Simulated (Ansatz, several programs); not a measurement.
CsSnBr₃ (cubic perovskite), relaxed with PBE in Ansatz (plane waves, PAW): it is cubic, Pm-3m (No. 221); a = 5.907 Å in the conventional setting, 41.23 Å³ an atom. Cs is surrounded by 12 Br at 4.18 Å; Sn is surrounded by 6 Br at 2.95 Å; Br is surrounded by 2 Sn at 2.95 Å and 4 Cs at 4.18 Å. The cell was then scaled with its shape and fractional coordinates held. Note: simulated data, non-magnetic, for a generated structure that need not be the stable one.

```tsv
V (Å³/atom)	E (meV/atom)
38.756	10.59
41.230	0.00
42.467	1.92
43.704	7.67
```

Question: Pass a cubic E = c₀ + c₁u + c₂u² + c₃u³, with u = V − 41.539 Å³, through these points.

Answer: c₀ = 0.08, c₁ = +0.709, c₂ = 1.432, c₃ = -0.0647 (meV and Å³).

Question: Where is the minimum, and what bulk modulus follows?

Answer: dE/du = 0 at u = -0.244, so V₀ = 41.30 Å³. B = V₀ d²E/dV² = 41.30 × (2c₂ + 6c₃u) = 41.30 × 2.958 = 122 meV/Å³, and 1 meV/Å³ is 0.16022 GPa: 20 GPa. A third-order Birch-Murnaghan fit to all five points gives 41.29 Å³ and 19 GPa.

Question: Predict the energy and the pressure at the withheld volume, 39.993 Å³.

Answer: With u = -1.546: E ≈ 2.65 meV and P = −dE/dV ≈ +0.67 GPa. The run gives 2.62 meV and, from its stress, +0.67 GPa.
